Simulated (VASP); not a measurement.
Here is a VASP 6.6.1 calculation.

The input INCAR:

```
SYSTEM = V
ALGO = Normal
EDIFF = 1E-6
ENCUT = 520
ISIF = 2
ISMEAR = 0
LASPH = .True.
LCHARG = .False.
LMIXTAU = .True.
LREAL = .False.
LWAVE = .False.
METAGGA = R2SCAN
NBANDS = 20
NELM = 100
PREC = Accurate
SIGMA = 0.1
```

KPOINTS

```
k-points
0
Gamma
  18 18 10
  0 0 0
```

The input POSCAR:

```
V
1.0
    2.5733900000      0.0000000000      0.0000000000
   -1.2866900000      2.2286200000      0.0000000000
    0.0000000000      0.0000000000      4.6451000000
V
2
Direct
    0.3333300000      0.6666700000      0.2500000000
    0.6666700000      0.3333300000      0.7500000000
```

Potentials or basis: VASP PAW PBE potentials, release 64 (V_sv).

The run is started by

```console
$ cat potpaw_PBE.64/V_sv/POTCAR > POTCAR
$ mpirun -np 1 vasp_std > vasp.out
```

(1) Predict the band gap on the k mesh.

(2) Predict the pressure.

## Answers

(1) none (metal or under the smearing width).

(2) 4.3 GPa.

Caveat: the PAW data sets were made with another functional, which shifts forces and pressure a little.
